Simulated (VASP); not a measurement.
Computed with PBE GGA with D3 dispersion (zero damping), VASP's PBE PAW potentials (set 64) (plane waves; VASP).

Input for VASP

**KPOINTS**
```
kpoints
0
G
7 7 7
0 0 0
```

### INCAR
```
SYSTEM=ZrO2
PREC=Accurate; ENCUT=520; LREAL=F
LASPH=T
EDIFF=1E-6; NELM=100; ALGO=Normal
LMAXMIX=4
ISMEAR=0; SIGMA=0.05
GGA=PE; IVDW=11
IBRION=2; NSW=60; ISIF=3
EDIFFG=-0.02
LWAVE=F; LCHARG=F
```

File POSCAR:
```
ZrO2
1
    0.0000000000     2.5481715604     2.5481715604
    2.5481715604     0.0000000000     2.5481715604
    2.5481715604     2.5481715604     0.0000000000
Zr O
1 2
Direct
  0.0000000000   0.0000000000   0.0000000000
  0.2500000000   0.2500000000   0.2500000000
  0.7500000000   0.7500000000   0.7500000000
```

POTCAR, in this order: Zr_sv O (PBE.64 set). Program: vasp_std.

Output

File OSZICAR:
```
       N       E                     dE             d eps       ncg     rms          rms(c)
DAV:   1     0.196207325855E+03    0.19621E+03   -0.14833E+04   640   0.154E+03
DAV:   2    -0.269389349148E+02   -0.22315E+03   -0.22082E+03   840   0.389E+02
DAV:   3    -0.346682254041E+02   -0.77293E+01   -0.77237E+01   912   0.760E+01
DAV:   4    -0.349106659864E+02   -0.24244E+00   -0.24242E+00   912   0.101E+01
DAV:   5    -0.349154024340E+02   -0.47364E-02   -0.47364E-02   840   0.119E+00    0.247E+01
DAV:   6    -0.286338381849E+02    0.62816E+01   -0.36373E+01   720   0.469E+01    0.983E+00
DAV:   7    -0.285883805760E+02    0.45458E-01   -0.14091E+00   872   0.982E+00    0.614E+00
DAV:   8    -0.285616336009E+02    0.26747E-01   -0.17207E-01   856   0.434E+00    0.453E-01
DAV:   9    -0.285623064882E+02   -0.67289E-03   -0.15675E-02   872   0.909E-01    0.327E-01
DAV:  10    -0.285634292377E+02   -0.11227E-02   -0.49760E-03   728   0.716E-01    0.142E-01
DAV:  11    -0.285634504464E+02   -0.21209E-04   -0.16033E-03   832   0.337E-01    0.138E-01
DAV:  12    -0.285633952778E+02    0.55169E-04   -0.31346E-04   752   0.142E-01    0.459E-03
DAV:  13    -0.285633968752E+02   -0.15973E-05   -0.11909E-05   792   0.253E-02    0.329E-03
DAV:  14    -0.285633971384E+02   -0.26321E-06   -0.20860E-06   672   0.101E-02
   1 F= -.29129758E+02 E0= -.29129758E+02  d E =-.291298E+02
```

**OUTCAR**
```
------------------------ aborting loop because EDIFF is reached ----------------------------------------
 Edisp (eV)   -0.56636
  FORCE on cell =-STRESS in cart. coord.  units (eV):
  Direction    XX          YY          ZZ          XY          YZ          ZX
  --------------------------------------------------------------------------------------
  Total      -0.01298    -0.01298    -0.01298     0.00000     0.00000     0.00000
  in kB      -0.62859    -0.62859    -0.62859     0.00000     0.00000     0.00000
  external pressure =       -0.63 kB  Pullay stress =        0.00 kB
  volume of cell :       33.09
      direct lattice vectors                 reciprocal lattice vectors
     0.000000000  2.548171560  2.548171560    -0.196219127  0.196219127  0.196219127
     2.548171560  0.000000000  2.548171560     0.196219127 -0.196219127  0.196219127
     2.548171560  2.548171560  0.000000000     0.196219127  0.196219127 -0.196219127
 POSITION                                       TOTAL-FORCE (eV/Angst)
 -----------------------------------------------------------------------------------
      0.00000      0.00000      0.00000         0.000000      0.000000      0.000000
      1.27409      1.27409      1.27409         0.000000      0.000000      0.000000
      3.82226      3.82226      3.82226        -0.000000     -0.000000     -0.000000
 -----------------------------------------------------------------------------------
    total drift:                                0.000000      0.000000      0.000000
  FREE ENERGIE OF THE ION-ELECTRON SYSTEM (eV)
  ---------------------------------------------------
  free  energy   TOTEN  =       -29.1297581737 eV

  energy  without entropy=      -29.1297581737  energy(sigma->0) =      -29.12975817

 reached required accuracy - stopping structural energy minimisation
```
(Selected blocks of OUTCAR.)

### OUTCAR
```
 val. band max:        7.0941053069   @ k =  -0.4286   0.4286   0.0000

 cond. band min:      10.5240435675   @ k =   0.0000   0.0000   0.0000


 Fermi energy:         7.3989451921

 k-point     1 :       0.0000    0.0000    0.0000
  band No.  band energies     occupation
      1     -40.9239      2.00000
      2     -18.7437      2.00000
      3     -18.7437      2.00000
      4     -18.7437      2.00000
      5     -10.9974      2.00000
      6      -8.4530      2.00000
      7       1.9718      2.00000
      8       1.9718      2.00000
      9       1.9718      2.00000
     10       6.6517      2.00000
     11       6.6517      2.00000
     12       6.6517      2.00000
     13      10.5240      0.00000
     14      10.5240      0.00000
     15      13.7332      0.00000
     16      16.5036      0.00000

 k-point     2 :       0.1429    0.0000    0.0000
  band No.  band energies     occupation
      1     -40.9153      2.00000
      2     -18.8834      2.00000
      3     -18.7568      2.00000
      4     -18.7568      2.00000
      5     -10.7235      2.00000
      6      -8.6485      2.00000
      7       2.1645      2.00000
      8       2.1645      2.00000
      9       2.5053      2.00000
     10       6.1878      2.00000
     11       6.3045      2.00000
     12       6.3045      2.00000
     13      10.8752      0.00000
     14      10.8752      0.00000
     15      14.2812      0.00000
     16      15.9088      0.00000

 k-point     3 :       0.2857    0.0000    0.0000
  band No.  band energies     occupation
      1     -40.8959      2.00000
      2     -19.1728      2.00000
      3     -18.7859      2.00000
      4     -18.7859      2.00000
      5     -10.2053      2.00000
      6      -8.9320      2.00000
      7       2.6042      2.00000
      8       2.6042      2.00000
      9       3.6688      2.00000
     10       5.3505      2.00000
     11       5.7745      2.00000
     12       5.7746      2.00000
     13      11.2686      0.00000
...
```

The compound is ZrO2 in the fluorite structure, the high-temperature cubic form, which is unstable at 0 K; the monoclinic form is the stable one. It was relaxed first. The start is the result of an earlier pass.
